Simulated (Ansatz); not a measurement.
Space group P4_2/mnm (No. 136). a = 4.760 Å, b = 4.760 Å, c = 3.201 Å, α = 90.00°, β = 90.00°, γ = 90.00°
```json
{"atom": "Sn", "site": "2a", "symmetry": "m.mm", "x": "0.0000", "y": "0.0000", "z": "0.0000"}
{"atom": "O", "site": "4f", "symmetry": "m.2m", "x": "0.3059", "y": "0.3059", "z": "0.0000"}
```

Equation of state of this SnO2 structure (not necessarily the ground state), with shape and atoms relaxed at each volume where symmetry leaves them free. Level of theory: Ansatz 0.2.0, DFT r2SCAN, scalar-relativistic, plane waves, PAW.

Settings: cutoff 500 eV, Γ-centred mesh 6×6×8 on the computed 6-atom cell, Gaussian smearing of 0.02 eV; no spin polarisation.

```tsv
V (Å³/atom)	E − E(largest V) (meV/atom)	P (GPa)	gap on mesh (eV)
11.362	6.90	14.70	2.48
11.724	-17.04	6.69	2.11
12.087	-24.37	0.00	1.77
12.449	-17.88	-5.55	1.46
12.812	0.00	-10.09	1.19
```

Task: Fit a third-order Birch–Murnaghan equation to E(V).

Result: V0 = 12.09 Å³/atom, B0 = 202 GPa, B0' = 5.3.